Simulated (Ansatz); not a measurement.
# A frame of liquid Al2O3 from 2363 K (220 atoms): geometry optimisation, part 2 of 2

How does a frame of liquid Al2O3 from 2363 K (220 atoms) relax, and what do bonds, charges and levels look like afterwards?

Ansatz 0.2.0; Kohn-Sham DFT, PBE, PAW (set soft_2), plane waves.

The cell: 88 Al and 132 O. The starting topology of bonds comes from the classical model. The Brillouin zone is sampled at Γ only, in a cell whose shortest periodic width is 14 Å.

So far. Step 3 (Relaxation): The relaxation changed the energy by -405 meV/atom, and atoms moved by 0.57 Å r.m.s., 1.3 Å at most.

### Step 4. Structure statistics after relaxation

Bonds before and after, by the cutoffs listed below:

```csv
pair,bonds before,bonds after,mean before (Å),mean after (Å),spread before (Å),spread after (Å)
O-Al,402,408,1.894,1.868,0.229,0.114
```

Density 2.93 g/cm³, 11.54 Å³ an atom.

g(r), total and by pair (bins of 0.2 Å):

```csv
r (Å),total,O-O,O-Al,Al-Al
1.60,0.09,0.00,0.19,0.00
1.80,3.75,0.00,7.82,0.00
2.00,0.95,0.00,1.98,0.00
2.20,0.10,0.00,0.22,0.00
2.40,0.30,0.70,0.09,0.00
2.60,0.85,1.94,0.09,0.64
2.80,1.44,2.94,0.24,1.67
3.00,1.31,2.19,0.39,2.05
3.20,1.05,1.01,0.65,2.33
3.40,1.04,0.68,0.98,2.06
3.60,0.91,0.74,1.02,0.93
3.80,0.75,0.45,1.08,0.43
4.00,1.01,0.59,1.48,0.52
4.20,1.04,0.52,1.63,0.46
4.40,1.03,0.68,1.40,0.67
4.60,1.04,0.96,1.21,0.75
4.80,1.04,1.29,0.88,0.96
5.00,1.00,1.41,0.68,1.07
5.20,1.04,1.37,0.73,1.21
5.40,1.01,1.32,0.71,1.19
5.60,0.96,1.12,0.73,1.26
5.80,0.97,0.91,0.89,1.34
6.00,1.00,0.81,1.09,1.11
6.20,0.97,0.83,1.12,0.83
6.40,0.98,0.77,1.20,0.82
6.60,0.99,0.74,1.23,0.81
```

Bonds by pair of elements; cutoffs follow the first minimum of g(r), held within bounds set by covalent radii, and pairs that aren't listed don't count as bonded:

```csv
pair A-B,cutoff (Å),bonds,mean length (Å),spread (Å),shortest (Å),B about A,A about B
O-Al,2.48,408,1.87,0.114,1.67,3.09,4.64
```

How many atoms have how many bonded neighbours:

```csv
element,mean,2,3,4,5,6
Al,4.64,0,0,40,40,8
O,3.09,9,103,19,1,0
```

Bond angles, per cent of each kind in bins of 5°:

```csv
angle (°),O-Al-O,Al-O-Al
70–75,1.5,0.0
75–80,6.6,0.7
80–85,9.2,2.0
85–90,9.1,6.1
90–95,8.3,11.3
95–100,10.1,10.0
100–105,12.4,6.1
105–110,9.7,7.0
110–115,6.0,6.6
115–120,5.8,9.0
120–125,3.0,9.5
125–130,3.2,9.7
130–135,2.1,6.1
135–140,1.6,4.3
140–145,1.3,2.7
145–150,1.7,3.2
150–155,1.6,2.9
155–160,2.0,1.4
160–165,1.6,0.2
165–170,2.6,0.5
170–175,0.4,0.0
175–180,0.3,0.7
```

Bond angles (no mean is given where the spread exceeds 20°):

```csv
angle,count,mean (°),spread (°)
O-Al-O,760,-,-
Al-O-Al,442,115,20
```

Oxygen atoms by the number of network formers (Si, P, Ge, B, Al, As, Ga) bound to them:

```csv
network formers bound to O,O atoms,per cent
0,0,0
1,0,0
2,9,6.8
3,103,78
4,19,14.4
5,1,0.8
```

Network units: each former by its oxygen neighbours and how many of them bridge to another former:

```csv
former,O neighbours,bridging O,atoms
Al,4,4,40
Al,5,5,40
Al,6,6,8
```

Bond length by coordination (bonds to H left out):

```csv
element,coordination,atoms,mean bond length (Å)
Al,4,40,1.80
Al,5,40,1.90
Al,6,8,1.97
O,2,9,1.72
O,3,103,1.85
O,4,19,1.97
O,5,1,2.06
```

Rings of the network by King's shortest-path rule, up to 12 atoms, one path for each pair of neighbours; H, halogens, alkali and alkaline-earth atoms are left out, and the last column divides by all other atoms, bonded or not:

```csv
ring size (atoms),rings,per network atom
4,80,0.364
6,174,0.791
8,202,0.918
10,37,0.168
12,2,0.009
```

First main peaks of g(r), for some of the pairs, lie near 2.8 Å (O-O), 1.8 Å (O-Al) and 3.3 Å (Al-Al). Counting bonds as in the table, 45 % of Al atoms have 4 and as many 5 and 78 % of O atoms have 3 bonded neighbours. 7 % of the oxygens bridge two formers (Al) and 0 % are non-bridging; 78 % join three; 14 % join four; 1 % join five. Bonds at O atoms with 2 neighbours average 1.72 Å, against 1.97 Å at those with 4. Rings of 8 atoms are the most common (41 % of those counted); sizes run from 4 to 12, where the search stops.

### Step 5. Single point at the relaxed geometry

The electronic structure is read at the final geometry, in a run of its own.

File input.yaml:

```yaml
crystal:
  lattice:
    - [13.6438, 0.0, 0.0]
    - [0.0, 13.6438, 0.0]
    - [0.0, 0.0, 13.6438]
  atoms:
    - { symbol: Al, position: [0.07948, 0.30764, 0.10147] }
    - { symbol: Al, position: [0.66743, 0.29084, 0.23727] }
    - { symbol: Al, position: [0.75632, 0.07182, 0.33503] }
    - { symbol: Al, position: [0.20519, 0.32516, 0.33837] }
    - { symbol: Al, position: [0.6237, 0.95283, 0.50321] }
    - { symbol: Al, position: [0.7185, 0.96526, 0.93573] }
    - { symbol: Al, position: [0.72051, 0.37134, 0.04017] }
    - { symbol: Al, position: [0.09395, 0.28162, 0.48635] }
    - { symbol: Al, position: [0.77455, 0.22784, 0.88404] }
    - { symbol: Al, position: [0.41505, 0.48327, 0.94163] }
    - { symbol: Al, position: [0.01578, 0.78622, 0.80399] }
    - { symbol: Al, position: [0.5017, 0.3048, 0.35662] }
    - { symbol: Al, position: [0.87817, 0.22303, 0.38501] }
    - { symbol: Al, position: [0.61129, 0.13173, 0.98863] }
    - { symbol: Al, position: [0.51647, 0.7198, 0.18622] }
    - { symbol: Al, position: [0.55599, 0.74489, 0.4063] }
    - { symbol: Al, position: [0.47879, 0.53233, 0.48734] }
    - { symbol: Al, position: [0.11567, 0.91521, 0.12689] }
    - { symbol: Al, position: [0.95215, 0.12065, 0.5475] }
    - { symbol: Al, position: [0.99023, 0.41387, 0.31873] }
    - { symbol: Al, position: [0.38408, 0.17807, 0.92909] }
    - { symbol: Al, position: [0.68358, 0.63634, 0.76291] }
    - { symbol: Al, position: [0.47309, 0.10006, 0.51721] }
    - { symbol: Al, position: [0.80172, 0.54354, 0.94408] }
    - { symbol: Al, position: [0.89726, 0.93638, 0.78427] }
    - { symbol: Al, position: [0.12456, 0.04083, 0.59895] }
    - { symbol: Al, position: [0.55154, 0.65092, 0.96632] }
    - { symbol: Al, position: [0.79472, 0.08409, 0.10828] }
    - { symbol: Al, position: [0.06905, 0.61211, 0.68903] }
    - { symbol: Al, position: [0.75532, 0.63306, 0.3849] }
    - { symbol: Al, position: [0.98405, 0.1175, 0.77701] }
    - { symbol: Al, position: [0.17562, 0.77834, 0.34809] }
    [... 182 atom lines left out ...]
    - { symbol: O, position: [0.46082, 0.35354, 0.9415] }
    - { symbol: O, position: [0.66958, 0.13184, 0.11284] }
    - { symbol: O, position: [0.99512, 0.97368, 0.14487] }
    - { symbol: O, position: [0.1909, 0.6079, 0.15098] }
    - { symbol: O, position: [0.0624, 0.71368, 0.34019] }
    - { symbol: O, position: [0.27028, 0.25509, 0.97139] }
kpoints:
  mp_grid: { grid: [1, 1, 1] }
hamiltonian:
  xc: pbe
scf:
  occupations: { method: gaussian, width: 0.025 }
output:
  forces: true
  stress: true
  populations: intrinsic
  dos:
    method: { smearing: { sigma: 0.08 } }
    de: 0.1
    projected: { site_lists: { Al: [Al], O: [O] } }
  eigenvalues: true
  write_density: true
  write_potential: true
  volumetric_format: npy
```

The run is started by

```
ansatz run input.yaml --threads 4 --pin off --max-ram 8192MiB --backend cpu --events-out ev --progress --plain --runs-dir out
```

Numbers of over 12 decimals in the logs are rounded to 6 here.

Output:

```text
[...]
Crystal: 220 atoms, lattice volume = 2539.838 Å³
Basis set: ecut = 420 eV, 49509 PW (Γ), exchange–correlation on 192×192×192 points (8 copies of the dense FFT grid, shifted against one another)
Bands: 748, of which v1, the nominal top of the filled ones, is band 528 counted from 1 (527 counted from 0)
Symmetry: 1 space group operations
[...]
k-points: 1
[...]
SCF iter   1: F=—  HF=-122487.305258 eV  |F-HF|=—  |Δ(HF+E_count)|=         —  Δρ=2.57e-3  dr2=2.96e-1  ethr=1.77e-3  ⟨swp⟩=6.0  Hψ=3332  notcnv=0  defer=97
[...]
SCF iter  10: F=-122487.268674 eV  HF=-122487.268674 eV  |F-HF|=9.31e-10  |Δ(HF+E_count)|=   7.15e-8  Δρ=1.22e-6  dr2=3.49e-8  ethr=9.47e-12  ⟨swp⟩=20.0  Hψ=6647  notcnv=0
SCF 1 converged in 10 iterations: F = -122487.268674 eV  dr2 = 3.49e-8
[...]
SCF converged after 10 iterations
Free energy (F): -122487.268674 eV
[...]
Internal energy: -122487.268674 eV  (E = F + TS)
E sigma→0 (E₀):  -122487.268674 eV
Fermi energy:    6.320673 eV
[...]
--- Forces (eV/Å), atoms counted from 1 ---
  atom   1  Al    -0.00360509     0.00517921    -0.00498003
  atom   2  Al     0.00599636     0.01156243    -0.01705981
  atom   3  Al     0.00942402    -0.00031397    -0.00281422
  atom   4  Al    -0.00690066     0.00312542     0.00106018
  atom   5  Al    -0.00526997    -0.00828448     0.01975453
  atom   6  Al     0.01140485    -0.01612965    -0.00826848
  atom   7  Al     0.00616354     0.01125665    -0.01782154
  atom   8  Al     0.00278641     0.00722720     0.01278333
  atom   9  Al    -0.00158069     0.00355342    -0.00190660
  atom  10  Al     0.00182276     0.00872472    -0.01332390
  atom  11  Al     0.01076940    -0.01620310     0.00499594
  atom  12  Al     0.00359568     0.01093838     0.00753181
  atom  13  Al    -0.00012691     0.01675117    -0.00377471
  atom  14  Al    -0.01017326     0.00459812    -0.00627943
[...]
atom 219  O      0.00250725    -0.00224188     0.01025595
  atom 220  O      0.00146813    -0.00426172     0.00019824
  max |Σ_I F_I| component: 1.14e-4 eV/Å
--- Stress (GPa, compression-positive) ---
       -0.895873      -0.624722       0.660202
       -0.624722      -1.461532      -0.400102
        0.660201      -0.400089      -1.996253
  P = ⅓ Tr σ = -1.4512 GPa (-14.512 kbar)
--- Band table (eV) ---
[...]
--- intrinsic populations: 220 sites ---
  site symbol       q [e]
     0     Al      1.6531
     1     Al      1.6826
     2     Al      1.6890
[...]
219      O      6.8765
  spilling = -0.000000 (of n_electrons = 1056.000000)
```

Run time: 29 s. Hardware: 4 threads of AMD EPYC 9R45, shared host; peak memory 4.5 GiB; 1.9 min of CPU time.

Numbers from this run:

```
free energy                                      : -122487.2687 eV
free energy per atom                             : -556.7603 eV/atom
SCF cycles                                       : 10
pressure                                         : -1.451 GPa
r.m.s. force component                           : 0.00831 eV/Å
longest force                                    : 0.04701 eV/Å
Fermi energy                                     : 6.321 eV
gap (highest filled to lowest empty level) : 3.087 eV
```

Intrinsic-atomic-orbital charges by element and coordination:

```csv
element,coordination,atoms,mean charge (e),spread,least,most
Al,all,88,1.33,0.0281,1.25,1.40
Al,4,40,1.35,0.0214,1.32,1.40
Al,5,40,1.32,0.0198,1.29,1.38
Al,6,8,1.29,0.023,1.25,1.32
O,all,132,-0.89,0.0221,-0.952,-0.826
O,2,9,-0.927,0.0245,-0.952,-0.875
O,3,103,-0.892,0.0149,-0.925,-0.838
O,4,19,-0.860,0.0175,-0.904,-0.826
O,5,1,-0.874,0,-0.874,-0.874
```

States in the cell by windows of 1 eV, zero at the Fermi level; the larger projections on atomic orbitals stand beside the total:

```csv
from (eV),to (eV),total,O p,Al p,Al s
-14,-9,0.0,0.0,0.0,0.0
-9,-8,30.4,22.4,2.1,5.2
-8,-7,83.8,62.7,7.0,11.5
-7,-6,100.3,78.0,13.4,5.7
-6,-5,125.3,103.4,14.9,3.5
-5,-4,145.5,128.3,11.7,1.9
-4,-3,156.5,145.6,6.5,0.9
-3,-2,121.9,116.4,2.9,0.3
-2,-1,28.3,27.2,0.5,0.0
-1,1,0.0,0.0,0.0,0.0
1,2,2.0,0.1,0.2,1.2
2,3,5.5,0.8,1.7,1.7
3,4,18.8,2.9,6.8,4.7
4,5,38.3,5.8,17.5,7.0
```

The curve was stored every 0.10 eV, coarse against its broadening of 0.08 eV, so these counts are rough.

Between -21 and -14 eV lie 264 more states.

The levels nearest the highest filled one (over half full), pooled over k-points and spins:

```csv
level less the highest filled one (eV),occupation
-0.2,2
-0.169,2
-0.166,2
-0.131,2
-0.111,2
0,2
3.09,0
4.10,0
4.43,0
4.52,0
4.65,0
4.71,0
```

Valence density in the bc plane at fractional x = 0.081, with atoms of Al and O within 0.2 Å of it. It is the smooth field of the valence electrons, not physical close to the nuclei.

Ten steps, logarithmic in the rise over the least value, from '0' (0.0 e/Å³) to '9' (6.4 e/Å³), each cell a mean:
```
233222322235542100000012478853223688743
222346753223321000000011234432222344432
112469985311110000000001111123343211222
433357874211121100000011233223554311234
542234432112333211222222333323444211245
432112211012332212345432233222222111134
211234421001221112445532123332111111112
112467642101223222233321123443211123322
223467642112356532111222222332212357753
222344321112467632001122111122333357754
344432111122455421000011000124665334432
478853112211222210000000000136886321112
589963112211233210000000000124664211113
456532111223577642000000011233222111222
123211000123699853110101124676421223321
134331000013578742222221236998532223321
368874200001233323477642234676421112222
369985211011111123589853112333211111112
246754211111122212467642121222333211112
222334443222233221233222221134555322233
211236887431123221111112221124554322233
111247998531112321100001233322332233322
111124665333332211000001367643222466532
121112222235543100000002589964224699853
```
Columns run along b (13.6 Å), rows up along c (13.6 Å). Atoms in or near the plane, at fractional coordinates: Al at (0.31, 0.10), Al at (0.28, 0.49), Al at (0.61, 0.69), Al at (0.99, 0.36), Al at (0.39, 0.72), Al at (0.68, 0.14), O at (0.36, 0.38), O at (0.15, 0.87), O at (0.06, 0.48), O at (0.07, 0.27), O at (0.17, 0.10), O at (0.67, 0.00), O at (0.89, 0.00).

Electrostatic potential energy in the bc plane at fractional x = 0.081, with atoms of Al and O within 0.2 Å of it. With pseudopotentials it is smooth inside the atoms' cores, unlike the true potential.

Ten even steps from '0' (-28 eV) to '9' (11 eV), each cell a mean:
```
667898888998799999999888842267667621377
544786579999999999999888888887778888854
654750018999999999999888889998878898854
556872249999999999999999999987657899876
888888899999988778999999999987556889998
999988999999865545788876668888777899999
999998999999745754687745545789888999999
888863599999864545788745644789999999999
544653599999976788999865557899998885578
544578999988864799999998889999888874477
765688988755677899999999999998557888898
830279987446447999999999999997226999999
810069997446447999999999999999778999998
555799998765533699999999999999999999865
646899999989500079999999998546889998646
646899999999842489999999896000789998646
652259999999999888853589898546999999876
950018999999999989700179899999999999998
986468899999999998854699877789999988889
898878789886668898888888645547778865557
889885114754545889998988547645878744446
899993001745754789999998644457898854457
999998657865556899999999864478888854688
999998888887789999999999800048778500189
```
Columns run along b (13.6 Å; values clipped at the 3rd and 97th percentile), rows up along c (13.6 Å). Atoms in or near the plane, at fractional coordinates: Al at (0.31, 0.10), Al at (0.28, 0.49), Al at (0.61, 0.69), Al at (0.99, 0.36), Al at (0.39, 0.72), Al at (0.68, 0.14), O at (0.36, 0.38), O at (0.15, 0.87), O at (0.06, 0.48), O at (0.07, 0.27), O at (0.17, 0.10), O at (0.67, 0.00), O at (0.89, 0.00).

Mean intrinsic-atomic-orbital charges: Al +1.33, O -0.89 e. The largest share in the top eV of filled states is O p (97 % of the projected weight), and in the lowest eV of empty states Al s (56 % of the projected weight).

The surroundings of O113, which has 5 bonded neighbours where the commonest count for O is 3, nearest first, numbered as they follow in the input and with coordinates relative to it.

```csv
atom,x,y,z,distance (Å),bonds,intrinsic-atomic-orbital charge (e)
O113,0.00,0.00,0.00,0.00,5,-0.87
Al67,-0.45,-0.61,-1.61,1.78,4,1.37
Al12,1.89,0.18,0.43,1.94,5,1.34
Al58,-0.42,-0.38,1.92,2.00,5,1.32
Al4,-2.16,0.46,0.18,2.22,6,1.32
Al48,-0.07,2.33,0.44,2.37,6,1.31
O150,1.26,-1.08,1.76,2.43,3,-0.88
O202,1.40,1.66,1.41,2.59,3,-0.92
O117,-1.05,1.37,1.97,2.62,4,-0.88
O91,-1.56,2.04,-0.53,2.63,3,-0.90
O122,-2.24,-0.54,-1.33,2.66,3,-0.89
O157,-2.13,-0.88,1.51,2.75,3,-0.90
O204,2.51,-1.02,-0.93,2.86,3,-0.88
O178,0.19,0.38,-2.84,2.87,3,-0.90
```

The column of bonds counts only the pairs O-Al within 2.48 Å; other neighbours, such as metal atoms beside each other in a compound, aren't counted, and periodic images can show an atom twice.

### Step 6. Summary of results

| Property | Result |
| --- | --- |
| energy change in the relaxation | -405 meV/atom |
| r.m.s. displacement | 0.572 Å |
| largest displacement | 1.349 Å |
| free energy per atom | -556.7603 eV/atom |
| pressure | -1.451 GPa |
| r.m.s. force component | 0.00831 eV/Å |
| gap (highest filled to lowest empty level) | 3.087 eV |
| wall time of the 3 DFT runs | 6.2 min |

What this shows: Relaxation lowers the energy by 405 meV/atom and moves atoms by 0.57 Å r.m.s.; the r.m.s. force component goes from 2.4 to 0.0083 eV/Å, the pressure goes from 8.2 to -1.5 GPa, and the gap from 1.25 to 3.09 eV. By the final cutoffs 29 of 402 bonded pairs parted and 35 joined. First to last step the energy falls by 89.109 eV; the largest move, 1.35 Å, is that of O190. The O-Al bonds go from 1.894 Å (spread 0.229) to 1.868 Å (spread 0.114), and their number from 402 to 408. Counting bonds as in the table, 45 % of Al atoms have 4 and as many 5 and 78 % of O atoms have 3 bonded neighbours. 7 % of the oxygens bridge two formers (Al) and 0 % are non-bridging; 78 % join three; 14 % join four; 1 % join five. The highest filled and lowest empty levels differ by 3.09 eV (at Γ alone); a semilocal functional tends to put such gaps too low. In a disordered cell it changes from sample to sample and from frame to frame.

**Limits.** The starting topology of bonds comes from the classical model; in DFT 29 of its 402 bonded pairs passed out of the cutoffs and 35 came within them.

[Logs are printed without paths, hosts, clocks, repeated set-up lines and the standing remarks that a program may print on its own settings, such as how far it seeks lower states.]

[Hosts, paths, dates, database ids (printed as entryN), source tags and the programs' standing remarks are cut or masked in the printed files.]
